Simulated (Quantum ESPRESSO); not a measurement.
An input for Quantum ESPRESSO 7.5 (Er):

Contents of pw.in:

```
&CONTROL
  calculation = 'scf'
  prefix = 'pwscf'
  outdir = './tmp'
  pseudo_dir = './pseudo'
  tprnfor = .true.
  disk_io = 'low'
  verbosity = 'high'
/
&SYSTEM
  ibrav = 0
  nat = 1
  ntyp = 1
  ecutwfc = 90
  nbnd = 14
  input_dft = 'r2scan'
  occupations = 'smearing'
  smearing = 'fd'
  degauss = 0.00367493
  nspin = 2
  starting_magnetization(1) = 0.2727
  tot_magnetization = 0
  vdw_corr = 'grimme-d3'
  dftd3_version = 4
  dftd3_threebody = .false.
  starting_ns_eigenvalue(1,1,1) = 1
  starting_ns_eigenvalue(2,1,1) = 1
  starting_ns_eigenvalue(3,1,1) = 1
  starting_ns_eigenvalue(4,1,1) = 1
  starting_ns_eigenvalue(5,1,1) = 1
  starting_ns_eigenvalue(6,1,1) = 1
  starting_ns_eigenvalue(7,1,1) = 1
  starting_ns_eigenvalue(1,2,1) = 0
  starting_ns_eigenvalue(2,2,1) = 0
  starting_ns_eigenvalue(3,2,1) = 0
  starting_ns_eigenvalue(4,2,1) = 1
  starting_ns_eigenvalue(5,2,1) = 1
  starting_ns_eigenvalue(6,2,1) = 1
  starting_ns_eigenvalue(7,2,1) = 1
  nosym = .true.
/
&ELECTRONS
  conv_thr = 1d-08
  electron_maxstep = 120
  mixing_beta = 0.3
/
ATOMIC_SPECIES
Er   167.2590 Er.upf
CELL_PARAMETERS bohr
  -3.7377619760    3.7377619760    3.7377619760
   3.7377619760   -3.7377619760    3.7377619760
   3.7377619760    3.7377619760   -3.7377619760
ATOMIC_POSITIONS bohr
Er     0.0000000000    0.0000000000    0.0000000000
K_POINTS automatic
5 5 5 0 0 0
HUBBARD {atomic}
U Er-4f 5.0
```

Potentials or basis: PseudoDojo 0.4 SR PBE 3plus.

Run with:

```sh
$ OMP_NUM_THREADS=1 pw.x -in pw.in > pw.out
```

Task: What does the program do with it?

Result: The run stopped without a result. It printed:

pw.out:

```text
This program is part of the open-source Quantum ESPRESSO suite
     for quantum simulation of materials; please cite
         "P. Giannozzi et al., J. Phys.:Condens. Matter 21 395502 (2009);
         "P. Giannozzi et al., J. Phys.:Condens. Matter 29 465901 (2017);
         "P. Giannozzi et al., J. Chem. Phys. 152 154105 (2020);
     in publications or presentations arising from this work. More details at

     IMPORTANT: XC functional enforced from input :
     Exchange-correlation= R2SCAN
                           (   0   0   0   0   0 497 498)
     Any further DFT definition will be discarded
     Please, verify this is what you really want

     Message from routine setup :
     BEWARE: nonlinear core correction is not consistent with meta-GGA
     Message from routine  set_nelup_neldw :
     BEWARE: non-integer number of up and down electrons!
     Er pseudopotential contains the orbitals:  5S 5P 5D 6S
     Requested Hubbard manifold from the input: 4F

 %%%%%%%%%%%%%%%%%%%%%%%%%%%%%%%%%%%%%%%%%%%%%%%%%%%%%%%%%%%%%%%%%%%%%%%%%%%%%%
     Error in routine determine_hubbard_occ (1):
     Mismatch between the requested and available manifolds
 %%%%%%%%%%%%%%%%%%%%%%%%%%%%%%%%%%%%%%%%%%%%%%%%%%%%%%%%%%%%%%%%%%%%%%%%%%%%%%

     stopping ...
```
